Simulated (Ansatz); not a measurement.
A run of Ansatz 0.2.0:

File input.yaml:

```yaml
crystal:
  lattice:
    - [3.5432, 0.0, 0.0]
    - [-1.7716, 3.0685012107, 0.0]
    - [0.0, 0.0, 5.0388]
  atoms:
    - { symbol: Pt, position: [0.0, 0.0, 0.0] }
    - { symbol: S, position: [0.6666666667, 0.3333333333, 0.773] }
    - { symbol: S, position: [0.3333333333, 0.6666666667, 0.227] }
hamiltonian:
  xc: pbe
  pseudopotentials: { kind: paw }
  hubbard: { sites: [{ species: Pt, l: d, u_eff: 6.0 }] }
kpoints:
  mp_grid: { grid: [9, 9, 5] }
  band_path:
    path:
      - [[0.0, 0.0, 0.0], [0.5, 0.0, 0.0], [0.3333333333, 0.3333333333, 0.0], [0.0, 0.0, 0.0], [0.0, 0.0, 0.5], [0.5, 0.0, 0.5], [0.3333333333, 0.3333333333, 0.5], [0.0, 0.0, 0.5]]
      - [[0.5, 0.0, 0.5], [0.5, 0.0, 0.0]]
      - [[0.3333333333, 0.3333333333, 0.0], [0.3333333333, 0.3333333333, 0.5]]
    npoints: 14
scf:
  occupations: { method: fermi_dirac, width: 0.05 }
  n_extra_bands: 7
output:
  forces: true
  stress: true
  eigenvalues: true
  fatbands: false
```

Potentials or basis: Ansatz PAW.

Launch:

```console
$ ansatz run input.yaml --threads 2 --pin off --max-ram 5632MiB --backend cpu --events-out ev --progress --plain --runs-dir out
```

Hardware: 2 threads of Arm Neoverse V1, on a shared host.

Problem. Estimate the wall time of this run.

Solution. Run time: 4.9 s on 2 threads of Arm Neoverse V1, with other jobs on the host, peak memory 0.38 GiB. Counts: scf iterations 7, plane waves 1043, k points 50, bands 22.
